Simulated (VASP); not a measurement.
A run of VASP 6.6.1 is set up as follows.

Contents of INCAR:

```
ALGO     = Normal         # electronic algorithm
EDIFF    = 1E-7           # SCF threshold, eV
ENCUT    = 520            # plane-wave cutoff, eV
GGA_COMPAT= F            
ISIF     = 2              # what is computed and relaxed
ISMEAR   = -1             # smearing method
LASPH    = T              # aspherical terms in the spheres
LCHARG   = F              # write CHGCAR
LMAXMIX  = 4              # l up to which the mixer works
LMIXTAU  = T            
LORBIT   = 11             # projections on sites
LREAL    = F              # projectors in reciprocal space
LSORBIT  = T              # spin-orbit coupling
LWAVE    = F              # write WAVECAR
MAGMOM   = 0 0 0          # initial moments
METAGGA  = R2SCAN         # meta-GGA
NELM     = 100            # most SCF steps
PREC     = Accurate       # precision mode
SIGMA    = 0.05           # smearing width, eV
```

Contents of KPOINTS:

```
k-points
0
Gamma
  16 16 16
```

The input POSCAR:

```
Ag
1.0
    0.0000000000      2.0426500000      2.0426500000
    2.0426500000      0.0000000000      2.0426500000
    2.0426500000      2.0426500000      0.0000000000
Ag
1
Direct
    0.0000000000      0.0000000000      0.0000000000
```

File KPOINTS_OPT:

```
explicit points
21
Reciprocal
 0.0000000000  0.0000000000  0.0000000000 1
 0.0500000000  0.0500000000  0.0500000000 1
 0.1000000000  0.1000000000  0.1000000000 1
 0.1500000000  0.1500000000  0.1500000000 1
 0.2000000000  0.2000000000  0.2000000000 1
 0.2500000000  0.2500000000  0.2500000000 1
 0.3000000000  0.3000000000  0.3000000000 1
 0.3500000000  0.3500000000  0.3500000000 1
 0.4000000000  0.4000000000  0.4000000000 1
 0.4500000000  0.4500000000  0.4500000000 1
 0.5000000000  0.5000000000  0.5000000000 1
 0.0500000000  0.0500000000  0.0000000000 1
 0.1000000000  0.1000000000  0.0000000000 1
 0.1500000000  0.1500000000  0.0000000000 1
 0.2000000000  0.2000000000  0.0000000000 1
 0.2500000000  0.2500000000  0.0000000000 1
 0.3000000000  0.3000000000  0.0000000000 1
 0.3500000000  0.3500000000  0.0000000000 1
 0.4000000000  0.4000000000  0.0000000000 1
 0.4500000000  0.4500000000  0.0000000000 1
 0.5000000000  0.5000000000  0.0000000000 1
```

Potentials or basis: VASP PAW PBE potentials, release 64 (Ag).

Command:

```sh
$ cat potpaw_PBE.64/Ag/POTCAR > POTCAR
$ mpirun -np 1 vasp_ncl > vasp.out
```

Task: What does it give for the net moment?

Result: 0.00 μB per cell.

Task: Estimate the pressure.

Result: 1.5 GPa.

Moments on the atoms (μB; x, y, z):
```
Ag  0.00 0.00 0.00
```

Caveat: the PAW data sets were made with another functional, which shifts forces and pressure a little.
